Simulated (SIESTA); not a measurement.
The system is C.

```
CELL_PARAMETERS angstrom
2.52210 0.00000 0.00000
-1.26105 2.18420 0.00000
0.00000 0.00000 8.23710
ATOMIC_POSITIONS crystal
C 0.66667 0.33333 0.84375
C 0.33333 0.66667 0.34375
C 0.66667 0.33333 0.65625
C 0.33333 0.66667 0.15625
C 0.00000 0.00000 0.90625
C 0.00000 0.00000 0.40625
C 0.00000 0.00000 0.59375
C 0.00000 0.00000 0.09375
```

This is a hexagonal form of diamond, not graphite.

Base run:

- Program: SIESTA 5.4.2
- Functional: PBE
- Potentials or basis: PseudoDojo 0.4 standard (PBE files)
- Basis: TZ (energy shift 0.002 Ry)
- Grid cutoff: 500 Ry
- Energy shift: 0.002 Ry
- k mesh: 12 × 12 × 4
- Occupations: fermi-dirac, width 0.05 eV
- Spin: no spin polarisation

Its results: band gap on the k mesh 5.32 eV, direct; pressure 5.5 GPa; largest force 0.320 eV/Å.

After a change of settings the same cell gave: band gap on the k mesh 4.62 eV, indirect (least direct gap 5.26 eV); pressure 5.1 GPa; largest force 0.333 eV/Å. Which change was it?
A. basis from TZ (energy shift 0.002 Ry) to TZDP (energy shift 0.01 Ry); energy shift from 0.002 Ry to 0.01 Ry
B. basis from TZ (energy shift 0.002 Ry) to TZDP (energy shift 0.002 Ry)
C. basis from TZ (energy shift 0.002 Ry) to SZ (energy shift 0.002 Ry)
D. functional from PBE to B86bPBE; basis from TZ (energy shift 0.002 Ry) to DZP (energy shift 0.002 Ry)

B.

Caveats: the basis of atomic orbitals isn't converged, which shifts pressures, moduli and gaps; the basis has no polarisation orbitals (some runs).

Not every run made on this cell is shown here.
